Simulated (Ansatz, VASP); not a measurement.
# Ti: VASP beside Ansatz

```
CELL_PARAMETERS angstrom
-1.64645 1.64645 1.64645
1.64645 -1.64645 1.64645
1.64645 1.64645 -1.64645
ATOMIC_POSITIONS crystal
Ti 0.00000 0.00000 0.00000
```

Change from the starting cell: volume scaled by 1.01, PAW files.

Alike in both runs: task electric field gradients; functional PBEsol; k mesh 17 × 17 × 17; occupations fermi-dirac, width 0.08 eV; no spin polarisation.

|  | VASP | Ansatz |
| --- | --- | --- |
| version | VASP 6.6.1 | Ansatz 0.2.0 |
| potentials or method | VASP PAW PBE potentials, release 64 (Ti_sv) | PAW with Ansatz's default frozen-core files, scalar-relativistic |
| plane-wave cutoff (eV) | 520 | 420 |
| valence electrons in the cell | 12 | 12 |

VASP gave:

```
pressure (GPa)                                                 : -7.5
Vzz of the field gradient on the site that differs most (V/Å²) : 0.0
```

Question: Estimate Ansatz's values.

Answer: Pressure (GPa): -7.4; Vzz of the field gradient on the site that differs most (V/Å²): 0.0.

Caveats: the PAW data sets were made with another functional, which shifts forces and pressure a little (VASP).
